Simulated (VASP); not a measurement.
# GaN (P6_3mc) in VASP: a series of runs, part 2 of 2

VASP 6.6.1. The steps go on from the part before.

### Step 3. Band structure, PBEsol

This run uses another cell than the first one, of 11.35 Å³/atom, 0.965 times its volume.

INCAR reads:

```
SYSTEM = GaN
PREC = Accurate ; ENCUT = 520
EDIFF = 1E-6 ; ISMEAR = 0
SIGMA = 0.03 ; LREAL = .False.
LASPH = .True. ; NELM = 80
ALGO = Normal ; ISIF = 2
LWAVE = .False. ; LCHARG = .False.
GGA = PS ; NBANDS = 26
ICORELEVEL = 1
```

KPOINTS reads:

```
Automatic mesh
0
Gamma
  12 12 5
  0 0 0
```

POSCAR reads:

```
GaN                                     
1.0
    3.1802303021      0.0000000000     -0.0000000000
   -1.5901151510      2.7541602275      0.0000000000
    0.0000000000      0.0000000000      5.1832172871
  Ga              N             
     2     2
Direct
     0.3333333300000021    0.6666666699999979    0.9992402474439652
     0.6666666699999979    0.3333333300000021    0.4992402474439652
     0.3333333300000021    0.6666666699999979    0.3757597525560348
     0.6666666699999979    0.3333333300000021    0.8757597525560348
```

KPOINTS_OPT reads:

```
explicit points
141
Reciprocal
 0.0000000000  0.0000000000  0.0000000000 1
 0.0357142857  0.0000000000  0.0000000000 1
 0.0714285714  0.0000000000  0.0000000000 1
 0.1071428571  0.0000000000  0.0000000000 1
 0.1428571429  0.0000000000  0.0000000000 1
 0.1785714286  0.0000000000  0.0000000000 1
[... 133 lines left out ...]
 0.5000000000  0.0000000000  0.5000000000 1
 0.5000000000  0.0000000000  0.0000000000 1
```

Potentials or basis: VASP PAW PBE potentials, release 64 (Ga_d, N).

On the command line:

```console
$ cat potpaw_PBE.64/Ga_d/POTCAR potpaw_PBE.64/N/POTCAR > POTCAR
$ mpirun -np 1 vasp_std > vasp.out
```

OUTCAR:

```text
SYSTEM = GaN
   PREC = Accurate
   ENCUT = 520
   EDIFF = 1E-6
   ISMEAR = 0
   LREAL = .False.
   LASPH = .True.
   NELM = 80
   ISIF = 2
   GGA = PS

 ion  position               nearest neighbor table
   1  0.333  0.667  0.999-   4 1.94   4 1.94   4 1.94   3 1.95
   2  0.667  0.333  0.499-   3 1.94   3 1.94   3 1.94   4 1.95
   3  0.333  0.667  0.376-   2 1.94   2 1.94   2 1.94   1 1.95
   4  0.667  0.333  0.876-   1 1.94   1 1.94   1 1.94   2 1.95

  LATTYP: Found a hexagonal cell.
 ALAT       =     3.1802303021
 C/A-ratio  =     1.6298245079

  Lattice vectors:

 A1 = (   3.1802303021,   0.0000000000,   0.0000000000)
 A2 = (  -1.5901151510,   2.7541602275,   0.0000000000)
 A3 = (   0.0000000000,   0.0000000000,   5.1832172871)

Analysis of symmetry for initial positions (statically):
=====================================================================
 Subroutine PRICEL returns:
 Original cell was already a primitive cell.

 Routine SETGRP: Setting up the symmetry group for a
 hexagonal supercell.

 Subroutine GETGRP returns: Found 12 space group operations
 (whereof  6 operations were pure point group operations)
 out of a pool of 24 trial point group operations.

[... 179 lines left out ...]

 val. band max:        5.2584476425   @ k =   0.0000   0.0000   0.0000
 cond. band min:       7.1631874194   @ k =   0.0000   0.0000   0.0000
 fundamental gap:      1.9047397769
 Fermi energy:         5.3792956623

 k-point     1 :       0.0000    0.0000    0.0000
  band No.  band energies     occupation
      1     -10.7765      2.00000
      2      -9.8014      2.00000
      3      -8.1505      2.00000
      4      -8.1344      2.00000
      5      -8.1344      2.00000
      6      -8.0713      2.00000
[... 275 lines left out ...]
     21      12.1450      0.00000
     22      13.4844      0.00000

------------------------ aborting loop because EDIFF is reached ----------------------------------------

  FORCE on cell =-STRESS in cart. coord.  units (eV):
  Direction    XX          YY          ZZ          XY          YZ          ZX
  --------------------------------------------------------------------------------------
  -------------------------------------------------------------------------------------
  Total        0.0639394      0.0639394      0.0547875      0.0000000      0.0000000      0.0000000
  in kB        2.2564826      2.2564826      1.9335039      0.0000000      0.0000000      0.0000000
  external PRESSURE =       2.1488230 kB  Pullay stress =       0.0000000 kB

 VOLUME and BASIS-vectors are now :
 -----------------------------------------------------------------------------
  energy-cutoff  :      520.00
  volume of cell :       45.40
      direct lattice vectors                 reciprocal lattice vectors
     3.180230302  0.000000000  0.000000000     0.314442636  0.181543541  0.000000000
    -1.590115151  2.754160227  0.000000000     0.000000000  0.363087082  0.000000000
     0.000000000  0.000000000  5.183217287     0.000000000  0.000000000  0.192930364

 POSITION                                       TOTAL-FORCE (eV/Angst)
 -----------------------------------------------------------------------------------
     -0.00000      1.83611      5.17928        -0.000000     -0.000000     -0.002265
      1.59012      0.91805      2.58767         0.000000     -0.000000     -0.002265
     -0.00000      1.83611      1.94764        -0.000000      0.000000      0.002265
      1.59012      0.91805      4.53925         0.000000      0.000000      0.002265
 -----------------------------------------------------------------------------------
    total drift:                               -0.000011      0.000005     -0.000560

  FREE ENERGIE OF THE ION-ELECTRON SYSTEM (eV)
  ---------------------------------------------------
  free  energy   TOTEN  =       -26.2685218101 eV

  energy  without entropy=      -26.2685218101  energy(sigma->0) =      -26.26852181
```

stdout:

```text
POSCAR found type information on POSCAR GaN
 POSCAR found :  2 types and       4 ions
 scaLAPACK will be used
 -----------------------------------------------------------------------------
|                                                                             |
|                                                                             |
|     You enforced a specific xc type in the INCAR file but a different       |
|     I HOPE YOU KNOW WHAT YOU ARE DOING!                                     |
|                                                                             |
 -----------------------------------------------------------------------------

 LDA part: xc-table for (Slater+PW92), standard interpolation
 POSCAR, INCAR and KPOINTS ok, starting setup
 FFT: planning ... GRIDC
 FFT: planning ... GRID_SOFT
 FFT: planning ... GRID
 WAVECAR not read
 entering main loop
 Start KPOINTS_OPT (optional k-point list driver)
k-point batch [1-57\141]
k-point batch [58-114\141]
k-point batch [115-141\141]
```

Run time: 53 s. Hardware: 1 thread of Intel Xeon Platinum 8559C (Emerald Rapids), shared host; peak memory 0.23 GiB.

Results:

```yaml
Free_energy: -26.2685 eV
Pressure: 0.2 GPa
Band_gap_on_the_k_mesh: 1.90 eV, direct
Band_gap_along_the_path: 1.91 eV, direct
```

Forces on the atoms (eV/Å):
```
Ga   0.000  0.000 -0.002
Ga   0.000  0.000 -0.002
N    0.000  0.000  0.002
N    0.000  0.000  0.002
```

Levels at the corners of the path, in eV from the valence-band top:
```csv
point,band 14,band 15,band 16,band 17,band 18,band 19,band 20,band 21,band 22,band 23
Γ,-1.05,-1.05,-0.05,0.00,0.00,1.91,4.23,9.12,9.83,9.83
M,-5.36,-4.28,-2.79,-2.26,-1.02,4.95,5.53,5.95,8.59,10.29
M,-5.36,-4.28,-2.79,-2.26,-1.02,4.95,5.53,5.95,8.59,10.29
K,-5.41,-5.39,-3.04,-3.04,-2.78,5.00,7.81,7.81,8.33,9.78
K,-5.41,-5.39,-3.04,-3.04,-2.78,5.00,7.81,7.81,8.33,9.78
Γ,-1.05,-1.05,-0.05,0.00,0.00,1.91,4.23,9.12,9.83,9.83
Γ,-1.05,-1.05,-0.05,0.00,0.00,1.91,4.23,9.12,9.83,9.83
A,-3.89,-0.54,-0.54,-0.54,-0.54,4.23,4.23,8.39,8.39,10.35
A,-3.89,-0.54,-0.54,-0.54,-0.54,4.23,4.23,8.39,8.39,10.35
L,-6.70,-1.98,-1.98,-1.93,-1.93,4.31,4.31,7.72,7.72,9.89
L,-6.70,-1.98,-1.98,-1.93,-1.93,4.31,4.31,7.72,7.72,9.89
H,-6.24,-4.29,-4.29,-1.51,-1.51,6.36,6.36,7.21,7.21,9.04
H,-6.24,-4.29,-4.29,-1.51,-1.51,6.36,6.36,7.21,7.21,9.04
A,-3.89,-0.54,-0.54,-0.54,-0.54,4.23,4.23,8.39,8.39,10.35
L,-6.70,-1.98,-1.98,-1.93,-1.93,4.31,4.31,7.72,7.72,9.89
M,-5.36,-4.28,-2.79,-2.26,-1.02,4.95,5.53,5.95,8.59,10.29
K,-5.41,-5.39,-3.04,-3.04,-2.78,5.00,7.81,7.81,8.33,9.78
H,-6.24,-4.29,-4.29,-1.51,-1.51,6.36,6.36,7.21,7.21,9.04
```

Core levels (eV, on the scale of the bands):
```
atom                                                    levels
1 Ga  1s -10217.1, 2s -1250.5, 2p -1087.0, 3s -136.7, 3p -87.5
2 Ga  1s -10217.1, 2s -1250.5, 2p -1087.0, 3s -136.7, 3p -87.5
 3 N                                                 1s -370.3
 4 N                                                 1s -370.3
```

Caveat: the PAW data sets were made with another functional, which shifts forces and pressure a little.

### Step 4. Against experiment

Step 2. A measured gap of GaN is 3.503 eV (direct; quoted in “Studying electronic properties in GaN without electrical contacts using γ-γ vs e−-γ Perturbed Angular Correlations”, 2019, pmc:6823545); the calculated 1.72 eV misses it by -1.79 eV. So large a miss can be the level of theory's own, or it may mean another phase, state or a wrong row. Spin-orbit coupling on Ga is left out. The value is that of PBE, without temperature or zero-point motion. Semilocal functionals fall short of measured gaps as a rule.

Step 3. A measured gap of GaN is 3.503 eV (direct; quoted in “Studying electronic properties in GaN without electrical contacts using γ-γ vs e−-γ Perturbed Angular Correlations”, 2019, pmc:6823545); the calculated 1.91 eV misses it by -1.60 eV. Spin-orbit coupling on Ga is left out. The value is that of PBEsol, without temperature or zero-point motion. Semilocal functionals fall short of measured gaps as a rule.
